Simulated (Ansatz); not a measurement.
# Pt: a tetragonal deformation path

Aim: for Pt, follow a tetragonal deformation at fixed volume.

The COD entry's cell or inner coordinates are ideal or old and differ from later refinements, so a difference from it is no clean test against experiment.

Method: DFT r2SCAN, scalar-relativistic, plane waves, PAW, in Ansatz 0.2.0.

1 further run of the same task is left out (set aside as unsound or not needed).

**1. The system as given**

The structure is cubic, space group Fm-3m (No. 225). Conventional cell: a = 3.916 Å, b = 3.916 Å, c = 3.916 Å, α = 90.00°, β = 90.00°, γ = 90.00°. Around Pt (site symmetry m-3m) lie 12 Pt at 2.77 Å.

Coordinates:

```
CELL_PARAMETERS angstrom
0.00000 1.95790 1.95790
1.95790 0.00000 1.95790
1.95790 1.95790 0.00000
ATOMIC_POSITIONS crystal
Pt 0.00000 0.00000 0.00000
```

Source of the structure: the Crystallography Open Database.

**2. Quick check of gap, pressure and forces**

File input.yaml:

```yaml
crystal:
  lattice:
    - [0.0, 1.9579, 1.9579]
    - [1.9579, 0.0, 1.9579]
    - [1.9579, 1.9579, 0.0]
  atoms:
    - { symbol: Pt, position: [0.0, 0.0, 0.0] }
basis:
  ecutwfc: 500
kpoints:
  mp_grid: { grid: [8, 8, 8] }
hamiltonian:
  xc: r2scan
scf:
  occupations: { method: gaussian, width: 0.1 }
output:
  forces: true
  stress: true
  eigenvalues: true
```

The program printed, cut to the lines that bear on the results:

```text
Warning: RAYON_NUM_THREADS=1 ignored (pool sized by the plan → 1); use --threads N
[...]
Pseudopotentials: kind: paw
Pseudopotential: Pt, paw, valence charge 18, recommended cutoff 500 eV (meta_gga), Pt.paw.azcp
Functional definition: r2SCAN
[...]
Crystal: 1 atoms, lattice volume = 15.011 Å³
Basis set: ecut = 500 eV, 339 PW (Γ), exchange–correlation on 96×96×96 points (64 copies of the dense FFT grid, shifted against one another)
Bands: 13, of which v1, the nominal top of the filled ones, is band 9 counted from 1 (8 counted from 0)
Symmetry: 48 space group operations
Space group: Fm-3m (ITA 225), of the structure as read, at distance tolerance 2.5e-5 Å
k-points: 29 of 512
[...]
SCF iter   1: F=—  HF=-12536.758411 eV  |F-HF|=—  |Δ(HF+E_count)|=         —  Δρ=1.03e-2  dr2=1.04e-2  dr2_τ=1.16e-2  ethr=1.77e-3  ⟨swp⟩=4.9  Hψ=2041  notcnv=0
[...]
SCF iter   6: F=-12536.766824 eV  HF=-12536.766824 eV  |F-HF|=6.92e-9  |Δ(HF+E_count)|=   6.67e-8  Δρ=1.23e-5  dr2=1.05e-8  dr2_τ=9.45e-10  ethr=2.09e-10  ⟨swp⟩=2.6  Hψ=1334  notcnv=0
[...]
SCF converged after 6 iterations
Free energy (F): -12536.766824 eV
[...]
E sigma→0 (E₀):  -12536.762667 eV
Entropy (-TS):   -0.008314 eV (-8.314 meV/atom)
Fermi energy:    23.196554 eV
[...]
--- Forces (eV/Å), atoms counted from 1 ---
  atom   1  Pt    -0.00000000     0.00000000     0.00000000
[...]
--- Stress (GPa, compression-positive) ---
        4.607186      -0.000000       0.000000
        0.000000       4.607186      -0.000000
        0.000000      -0.000000       4.607186
  P = ⅓ Tr σ = 4.6072 GPa (46.072 kbar)
--- Band table (eV; the first three rows and the last of 29) ---
  k-point 0: bands = ["-77.3713", "-30.7332", "-30.7332", "-30.7332", "12.7331", "19.2880", "19.2880", "19.2880", "21.4679", "21.4679", "38.6092", "43.7979", "43.7979"]
[...]
```

Run time: 1.2 s. Hardware: 1 thread of an Arm CPU, shared host; peak memory 0.31 GiB.

No relaxation comes first: the listed cell is the starting point.

**3. The reference: the undisturbed cell on the scan's mesh**

input.yaml, as its differences from that of step 2:

```diff
@@ -10,3 +10,3 @@
 kpoints:
-  mp_grid: { grid: [8, 8, 8] }
+  mp_grid: { grid: [24, 24, 24] }
 hamiltonian:
@@ -14,3 +14,3 @@
 scf:
-  occupations: { method: gaussian, width: 0.1 }
+  occupations: { method: gaussian, width: 0.15 }
 output:
```

The program printed, cut to the lines that bear on the results:

```text
Warning: RAYON_NUM_THREADS=1 ignored (pool sized by the plan → 1); use --threads N
[...]
[... 3 set-up lines as earlier in the session ...]
[...]
Crystal: 1 atoms, lattice volume = 15.011 Å³
Basis set: ecut = 500 eV, 339 PW (Γ), exchange–correlation on 96×96×96 points (64 copies of the dense FFT grid, shifted against one another)
Bands: 13, of which v1, the nominal top of the filled ones, is band 9 counted from 1 (8 counted from 0)
[... 2 set-up lines as earlier in the session ...]
k-points: 413 of 13824
[...]
SCF iter   1: F=—  HF=-12536.787569 eV  |F-HF|=—  |Δ(HF+E_count)|=         —  Δρ=1.35e-2  dr2=2.07e-2  dr2_τ=1.19e-2  ethr=1.77e-3  ⟨swp⟩=5.0  Hψ=29315  notcnv=0
[...]
SCF iter   6: F=-12536.792808 eV  HF=-12536.792808 eV  |F-HF|=1.18e-8  |Δ(HF+E_count)|=   9.03e-8  Δρ=1.76e-5  dr2=2.24e-8  dr2_τ=2.02e-9  ethr=4.47e-10  ⟨swp⟩=2.8  Hψ=18771  notcnv=0
[...]
SCF converged after 6 iterations
Free energy (F): -12536.792808 eV
[...]
E sigma→0 (E₀):  -12536.782446 eV
Entropy (-TS):   -0.020723 eV (-20.723 meV/atom)
Fermi energy:    23.267385 eV
[...]
--- Forces (eV/Å), atoms counted from 1 ---
  atom   1  Pt    -0.00000000    -0.00000000     0.00000000
[...]
--- Stress (GPa, compression-positive) ---
        5.386541       0.000000       0.000000
        0.000000       5.386541       0.000000
        0.000000      -0.000000       5.386541
  P = ⅓ Tr σ = 5.3865 GPa (53.865 kbar)
--- Band table (eV; the first three rows and the last of 413) ---
  k-point 0: bands = ["-77.2997", "-30.6696", "-30.6696", "-30.6696", "12.7485", "19.3244", "19.3244", "19.3244", "21.5073", "21.5073", "38.6098", "43.7998", "43.7998"]
[...]
```

Run time: 9 s. Hardware: 1 thread of an Arm CPU, shared host; peak memory 0.42 GiB.

Reference values: F = -12536.7928 eV; pressure 5.39 GPa; largest force 0.000 eV/Å; gap on the mesh none (metal).

**4. Next: a tetragonal deformation path**

At fixed volume and fractional coordinates, lengths along (0.000, 0.000, 1.000) are scaled against those across it; ρ is that ratio over its starting value.

**5. Point ρ = 0.707**

input.yaml, as its differences from that of step 3:

```diff
@@ -2,5 +2,5 @@
   lattice:
-    - [0.0, 1.9579, 1.9579]
-    - [1.9579, 0.0, 1.9579]
-    - [1.9579, 1.9579, 0.0]
+    - [0.0, 2.1977790799, 1.5538298095]
+    - [2.1977790799, 0.0, 1.5538298095]
+    - [2.1977790799, 2.1977790799, 0.0]
   atoms:
```

The program printed, cut to the lines that bear on the results:

```text
Warning: RAYON_NUM_THREADS=1 ignored (pool sized by the plan → 1); use --threads N
[...]
[... 3 set-up lines as earlier in the session ...]
[...]
Crystal: 1 atoms, lattice volume = 15.011 Å³
Basis set: ecut = 500 eV, 381 PW (Γ), exchange–correlation on 80×80×96 points (64 copies of the dense FFT grid, shifted against one another)
Bands: 13, of which v1, the nominal top of the filled ones, is band 9 counted from 1 (8 counted from 0)
Symmetry: 16 space group operations
Space group: I4/mmm (ITA 139), of the structure as read, at distance tolerance 2.5e-5 Å
k-points: 1063 of 13824
[...]
SCF iter   1: F=—  HF=-12536.681064 eV  |F-HF|=—  |Δ(HF+E_count)|=         —  Δρ=1.51e-2  dr2=2.80e-2  dr2_τ=1.87e-2  ethr=1.77e-3  ⟨swp⟩=5.0  Hψ=75321  notcnv=0
[...]
SCF iter   6: F=-12536.686539 eV  HF=-12536.686539 eV  |F-HF|=3.27e-11  |Δ(HF+E_count)|=   6.27e-7  Δρ=2.07e-5  dr2=1.65e-8  dr2_τ=2.21e-8  ethr=5.56e-10  ⟨swp⟩=5.9  Hψ=64812  notcnv=0
[...]
SCF converged after 6 iterations
Free energy (F): -12536.686539 eV
[...]
E sigma→0 (E₀):  -12536.680922 eV
Entropy (-TS):   -0.011234 eV (-11.234 meV/atom)
Fermi energy:    23.084443 eV
[...]
--- Forces (eV/Å), atoms counted from 1 ---
  atom   1  Pt    -0.00000000    -0.00000000     0.00000000
[...]
--- Stress (GPa, compression-positive) ---
        8.672401      -0.000000      -0.000000
       -0.000000       8.672401      -0.000000
       -0.000000      -0.000000       8.657292
  P = ⅓ Tr σ = 8.6674 GPa (86.674 kbar)
--- Band table (eV; the first three rows and the last of 1063) ---
  k-point 0: bands = ["-77.2248", "-30.5979", "-30.5979", "-30.5979", "12.7928", "19.1538", "19.1552", "19.1552", "21.8526", "21.8544", "40.9876", "40.9876", "40.9908"]
[...]
```

Run time: 23 s. Hardware: 1 thread of an Arm CPU, shared host; peak memory 0.53 GiB.

**6. ρ = 1.414**

input.yaml, as its differences from that of step 5:

```diff
@@ -2,5 +2,5 @@
   lattice:
-    - [0.0, 2.1977790799, 1.5538298095]
-    - [2.1977790799, 0.0, 1.5538298095]
-    - [2.1977790799, 2.1977790799, 0.0]
+    - [0.0, 1.7443784117, 2.4665510741]
+    - [1.7443784117, 0.0, 2.4665510741]
+    - [1.7443784117, 1.7443784117, 0.0]
   atoms:
```

The program printed, cut to the lines that bear on the results:

```text
Warning: RAYON_NUM_THREADS=1 ignored (pool sized by the plan → 1); use --threads N
[...]
[... 3 set-up lines as earlier in the session ...]
[...]
Crystal: 1 atoms, lattice volume = 15.011 Å³
Basis set: ecut = 500 eV, 405 PW (Γ), exchange–correlation on 96×96×72 points (64 copies of the dense FFT grid, shifted against one another)
Bands: 13, of which v1, the nominal top of the filled ones, is band 9 counted from 1 (8 counted from 0)
[... 2 set-up lines as earlier in the session ...]
k-points: 1063 of 13824
[...]
SCF iter   1: F=—  HF=-12536.166359 eV  |F-HF|=—  |Δ(HF+E_count)|=         —  Δρ=1.72e-2  dr2=3.02e-2  dr2_τ=1.45e-2  ethr=1.77e-3  ⟨swp⟩=4.9  Hψ=75847  notcnv=0
[...]
SCF iter   6: F=-12536.168026 eV  HF=-12536.168026 eV  |F-HF|=1.90e-8  |Δ(HF+E_count)|=   3.45e-7  Δρ=1.28e-5  dr2=6.30e-9  dr2_τ=1.96e-9  ethr=5.05e-10  ⟨swp⟩=2.9  Hψ=53338  notcnv=0
[...]
SCF converged after 6 iterations
Free energy (F): -12536.168026 eV
[...]
E sigma→0 (E₀):  -12536.161008 eV
Entropy (-TS):   -0.014035 eV (-14.035 meV/atom)
Fermi energy:    23.138893 eV
[...]
--- Forces (eV/Å), atoms counted from 1 ---
  atom   1  Pt    -0.00000000    -0.00000000     0.00000000
[...]
--- Stress (GPa, compression-positive) ---
       52.032331       0.000000       0.000000
        0.000000      52.032331       0.000000
        0.000000       0.000000     -14.532931
  P = ⅓ Tr σ = 29.8439 GPa (298.439 kbar)
--- Band table (eV; the first three rows and the last of 1063) ---
  k-point 0: bands = ["-77.2497", "-30.6079", "-30.5388", "-30.5388", "12.8366", "16.4744", "18.5168", "21.4187", "21.4187", "23.7537", "38.3858", "40.5449", "46.5377"]
[...]
```

It took 23 s on 1 thread of an Arm CPU, shared host; peak memory 0.54 GiB.

**7. Point ρ = 0.850**

input.yaml, as its differences from that of step 6:

```diff
@@ -2,5 +2,5 @@
   lattice:
-    - [0.0, 1.7443784117, 2.4665510741]
-    - [1.7443784117, 0.0, 2.4665510741]
-    - [1.7443784117, 1.7443784117, 0.0]
+    - [0.0, 2.0668907952, 1.7568571759]
+    - [2.0668907952, 0.0, 1.7568571759]
+    - [2.0668907952, 2.0668907952, 0.0]
   atoms:
```

The program printed, cut to the lines that bear on the results:

```text
Warning: RAYON_NUM_THREADS=1 ignored (pool sized by the plan → 1); use --threads N
[...]
[... 3 set-up lines as earlier in the session ...]
[...]
Crystal: 1 atoms, lattice volume = 15.011 Å³
Basis set: ecut = 500 eV, 363 PW (Γ), exchange–correlation on 80×80×96 points (64 copies of the dense FFT grid, shifted against one another)
Bands: 13, of which v1, the nominal top of the filled ones, is band 9 counted from 1 (8 counted from 0)
[... 2 set-up lines as earlier in the session ...]
k-points: 1063 of 13824
[...]
SCF iter   1: F=—  HF=-12536.741389 eV  |F-HF|=—  |Δ(HF+E_count)|=         —  Δρ=1.46e-2  dr2=2.46e-2  dr2_τ=1.55e-2  ethr=1.77e-3  ⟨swp⟩=4.9  Hψ=75577  notcnv=0
[...]
SCF iter   6: F=-12536.746679 eV  HF=-12536.746679 eV  |F-HF|=1.25e-8  |Δ(HF+E_count)|=   1.01e-7  Δρ=1.44e-5  dr2=1.26e-8  dr2_τ=1.51e-9  ethr=2.64e-10  ⟨swp⟩=2.4  Hψ=48596  notcnv=0
the search or the solves at the SCF's close seem to have found levels that the self-consistency loop had missed (the run counts 1). By its estimate they hold under 1e-12 electrons; where the run keeps them, the occupations were computed again with them
[...]
SCF converged after 6 iterations
Free energy (F): -12536.746679 eV
[...]
E sigma→0 (E₀):  -12536.739439 eV
Entropy (-TS):   -0.014479 eV (-14.479 meV/atom)
Fermi energy:    23.168713 eV
[...]
--- Forces (eV/Å), atoms counted from 1 ---
  atom   1  Pt     0.00000000    -0.00000000    -0.00000000
[...]
--- Stress (GPa, compression-positive) ---
        4.897127       0.000000       0.000000
        0.000000       4.897127       0.000000
        0.000000       0.000000      11.420668
  P = ⅓ Tr σ = 7.0716 GPa (70.716 kbar)
--- Band table (eV; the first three rows and the last of 1063) ---
  k-point 0: bands = ["-77.2661", "-30.6410", "-30.6345", "-30.6345", "12.7691", "18.9297", "18.9297", "20.3794", "20.6085", "22.2373", "39.1174", "42.3979", "42.3979"]
[...]
```

It took 26 s on 1 thread of an Arm CPU, shared host; peak memory 0.54 GiB.

**8. At ρ = 1.200**

input.yaml, as its differences from that of step 7:

```diff
@@ -2,5 +2,5 @@
   lattice:
-    - [0.0, 2.0668907952, 1.7568571759]
-    - [2.0668907952, 0.0, 1.7568571759]
-    - [2.0668907952, 2.0668907952, 0.0]
+    - [0.0, 1.8424544409, 2.2109453291]
+    - [1.8424544409, 0.0, 2.2109453291]
+    - [1.8424544409, 1.8424544409, 0.0]
   atoms:
```

The program printed, cut to the lines that bear on the results:

```text
[...]
SCF converged after 6 iterations
Free energy (F): -12536.649359 eV
[...]
E sigma→0 (E₀):  -12536.641009 eV
Entropy (-TS):   -0.016699 eV (-16.699 meV/atom)
Fermi energy:    23.173988 eV
[...]
--- Forces (eV/Å), atoms counted from 1 ---
  atom   1  Pt     0.00000000    -0.00000000     0.00000000
[...]
--- Stress (GPa, compression-positive) ---
       20.416325       0.000000       0.000000
        0.000000      20.416325       0.000000
        0.000000       0.000000      -8.169659
  P = ⅓ Tr σ = 10.8877 GPa (108.877 kbar)
--- Band table (eV; the first three rows and the last of 1063) ---
  k-point 0: bands = ["-77.2498", "-30.6444", "-30.5977", "-30.5977", "12.7848", "17.8692", "19.9847", "20.3063", "20.3063", "22.7535", "39.1894", "40.9710", "45.3554"]
[...]
```

It took 22 s on 1 thread of an Arm CPU, shared host; peak memory 0.54 GiB.

**9. Results of the scan**

Collected from the runs (energy zero: the undisturbed cell):

| ρ | ΔE (meV/atom) | pressure (GPa) | space group |
| --- | --- | --- | --- |
| 0.707 | 106.3 | 8.7 | Im-3m |
| 0.850 | 46.1 | 7.1 | I4/mmm |
| 1.000 | 0.0 | 5.4 | Fm-3m |
| 1.200 | 143.4 | 10.9 | I4/mmm |
| 1.414 | 624.8 | 29.8 | I4/mmm |

**10. Results**

```
     quantity                        value
highest point  624.8 meV/atom at ρ = 1.414
```

What this shows: The undisturbed cell stays the lowest of the sampled points. No sampled point inside the path is a dip, apart from those named. At ρ = 0.707 the cell takes another symmetry, Im-3m, 106.3 meV/atom from the start at this fixed volume. The runs treat Pt without spin-orbit coupling.
